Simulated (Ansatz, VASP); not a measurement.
## Two plane-wave programs on In3As

```
In As
1.0
    -2.98419    2.98419    2.98419
     2.98419   -2.98419    2.98419
     2.98419    2.98419   -2.98419
In As
3 1
Direct
  0.00000 0.50000 0.50000
  0.50000 0.00000 0.50000
  0.50000 0.50000 0.00000
  0.00000 0.00000 0.00000
```

Alike in both runs: functional PBE; k mesh 4 × 4 × 4; occupations gaussian, width 0.1 eV; no spin polarisation.

Ansatz relaxed the structure, and its values are those at the end. VASP's run is a single point on that final structure, the one shown.

```csv
,VASP,Ansatz
version,VASP 6.6.1,Ansatz 0.2.0
potentials or method,"VASP PAW PBE potentials, release 64 (In_d, As)","scalar-relativistic, plane waves, PAW"
plane-wave cutoff (eV),520,420
valence electrons in the cell,44,54
```

|  | VASP | Ansatz | Ansatz less VASP |
| --- | --- | --- | --- |
| gap on the k mesh at the Fermi level (eV) | none | none | - |
| pressure (GPa) | -0.1 | -0.1 | +0.01 |

A gap of «none» marks a metal or a gap that the smearing closes. With one functional, cell and mesh, what is left measures potentials, basis and numerics. The two sets of potentials don't hold the same shells in valence.

Caveats: the k mesh is coarse (spacing up to 0.37 Å⁻¹), so the values aren't converged.
